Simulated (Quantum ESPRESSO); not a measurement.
## CdO2 under changes of volume

One of the cells (14.470 Å³/atom); the others are scaled copies at fixed shape and fractional positions:

```
CELL_PARAMETERS angstrom
3.47623 0.00000 0.00000
-1.73811 3.01050 0.00000
0.00000 0.00000 4.14808
ATOMIC_POSITIONS crystal
Cd 0.00000 0.00000 0.00000
O 0.33333 0.66667 0.24422
O 0.66667 0.33333 0.75578
```

The cell comes from a database or a generator and needn't be the stable form of this composition.

| Item | Value |
| --- | --- |
| Program | Quantum ESPRESSO 7.5 |
| Functional | LDA |
| Potentials or basis | GBRV 1.5 LDA |
| Cutoff | 612 eV |
| Density cutoff | 4898 eV |
| k mesh | 9 × 9 × 7 |
| Occupations | fermi-dirac, width 0.05 eV |
| Spin | no spin polarisation |

| volume (Å³/atom) | energy over the lowest point (meV/atom) | pressure (GPa) |
| --- | --- | --- |
| 13.602 | 0.00 | -10.1 |
| 13.891 | 19.73 | -11.7 |
| 14.181 | 42.19 | -13.2 |
| 14.470 | 67.08 | -14.4 |
| 14.760 | 94.02 | -15.4 |
| 15.049 | ? | ? |
| 15.338 | 152.87 | -17.1 |

Q: What does the run at 15.049 Å³/atom give?

A: Energy over the lowest point 122.67 meV/atom; pressure -16.3 GPa.

Worked out: A Birch-Murnaghan fit of order 3 (a polynomial in V^(-2/3)) to the other rows has no minimum within the range. It gives 122.69 meV/atom at 15.049 Å³/atom, against the run's 122.67, and -dE/dV = -16.3 GPa, against -16.3.

Energies are extrapolated to zero smearing.
